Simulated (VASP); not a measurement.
**Tl: elastic constants with PW91**

Crystal: Tl.

```
CELL_PARAMETERS angstrom
0.00000 2.46634 2.46634
2.46634 0.00000 2.46634
2.46634 2.46634 0.00000
ATOMIC_POSITIONS crystal
Tl 0.00000 0.00000 0.00000
```

This isn't the form of Tl at room conditions, which is hcp.

```yaml
Program: VASP 6.6.1
Task: elastic constants
Functional: PW91
Potentials_or_basis: VASP PAW PBE potentials, release 64 (Tl_d)
Cutoff: 600 eV
k_mesh: 7 × 7 × 7
Occupations: gaussian, width 0.05 eV
Spin: no spin polarisation
Ions_in_elastic_constants: relaxed
Further_INCAR_settings: ALGO = Normal; EDIFF = 1e-08; IBRION = 6; POTIM = 0.015; NSW = 1; ISIF = 3
```

| Property | Result |
| --- | --- |
| Relaxed volume | 31.57 Å³/atom |
| Relaxed cell | a = 3.547 Å, b = 3.547 Å, c = 3.547 Å, α = 60.00°, β = 60.00°, γ = 60.00° |
| Space group after relaxing (to 0.05 Å) | Fm-3m (No. 225) |
| Elastic constants C11, C12, C44 | 38, 24, 25 GPa |
| Voigt bulk modulus | 28 GPa |

The path:
```csv
step,energy change (eV),largest force (eV/Å),pressure (GPa),volume (Å³)
1,0.0000,0.0000,1.64,30.00
2,-0.0074,0.0000,0.19,31.36
3,-0.0076,0.0000,0.00,31.57
```

Final structure:
```yaml
crystal:
  lattice:
    - [0.00000, 2.50845, 2.50845]
    - [2.50845, 0.00000, 2.50845]
    - [2.50845, 2.50845, 0.00000]
  atoms:
    - { symbol: Tl, position: [0.00000, 0.00000, 0.00000] }
```

Elastic tensor in Voigt notation (GPa, in the Cartesian axes of the cell as first typed):
```
38 24 24  0  0  0
24 38 24  0  0  0
24 24 38  0  0  0
 0  0  0 25  0  0
 0  0  0  0 25  0
 0  0  0  0  0 25
```

Clamped-ion elastic tensor (GPa):
```
38 24 24  0  0  0
24 38 24  0  0  0
24 24 38  0  0  0
 0  0  0 25  0  0
 0  0  0  0 25  0
 0  0  0  0  0 25
```

It took 2.6 min on 1 thread of Intel(R) Xeon(R) 6975P-C (Granite Rapids) (shared host), peak memory 0.21 GiB.

Caveat: the PAW data sets were made with another functional, which shifts forces and pressure a little. Spin-orbit coupling is left out, which matters for the levels of Tl.
